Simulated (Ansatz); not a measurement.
## MoS2: relaxation of the atoms with PBE

Slab: MoS2, a slab with vacuum.

```xyz
9
Lattice="3.1840 0.0318 0.0000 -1.5644 2.7415 0.0000 0.0000 0.0000 28.3873" Properties=species:S:1:pos:R:3 pbc="T T T"
Mo    0.0184    1.8383    6.4770
Mo    0.0184    1.8383   21.9103
Mo    1.6012    0.9351    0.0000
S     1.6012    0.9351    4.9250
S     1.6012    0.9351   20.3590
S     0.0184    1.8383   26.8355
S     1.6012    0.9351    8.0283
S     1.6012    0.9351   23.4623
S     0.0184    1.8383    1.5518
```

The cell isn't the ideal one: strained by +2 %.

| Quantity | Value |
| --- | --- |
| Program | Ansatz 0.2.0 |
| Task | relaxation of the atoms |
| Functional | PBE |
| Potentials or basis | Ansatz PAW |
| Cutoff | 420 eV (not typed: the program's choice for these potentials) |
| k mesh | 7 × 7 × 1 |
| Occupations | fermi-dirac, width 0.05 eV |
| Spin | no spin polarisation |

The energy gained by relaxing is 4.1 meV/atom, the ionic steps are 9 and the band gap on the k mesh is 1.71 eV, indirect (least direct gap 2.07 eV).

Stress tensor (GPa, compression positive):
```
 0.07 -1.05  0.00
-1.05  0.11  0.00
 0.00  0.00  0.00
```

The path:
```tsv
step	energy change (eV)	largest force (eV/Å)
1	0.0000	0.2264
2	-0.0208	0.0821
3	-0.0298	0.0369
4	-0.0312	0.0363
5	-0.0352	0.0163
6	-0.0367	0.0021
7	-0.0370	0.0010
8	-0.0371	0.0002
9	-0.0371	0.0000
```

Final structure:
```
Mo S
1.0
     3.18402    0.03184    0.00000
    -1.56443    2.74152    0.00000
     0.00000    0.00000   28.38732
Mo S
3 6
Direct
  0.33396 0.66664 0.26087
  0.33396 0.66664 0.73913
  0.66416 0.33345 0.00000
  0.66916 0.33321 0.20581
  0.66916 0.33321 0.68408
  0.32896 0.66688 0.94495
  0.66916 0.33321 0.31592
  0.66916 0.33321 0.79419
  0.32896 0.66688 0.05505
```

Levels at points of the mesh, in eV from the valence-band top:
```
           k point  band 36  band 37  band 38  band 39  band 40  band 41  band 42  band 43
(0.00, 0.00, 0.00)    -1.58    -0.28    -0.13     0.00     2.55     2.55     2.55     2.66
```

Wall time 2.1 min on 4 threads of Arm Neoverse N1, with other jobs on the host, peak memory 0.74 GiB.

Caveat: odd divisions of the mesh miss points on the zone boundary, where band edges often lie, so the gap on the mesh can be too wide; without dispersion, layers of such crystals drift apart on relaxing, which shifts levels and gaps; volumes and pressures include the vacuum; the thresholds are loose for stress.
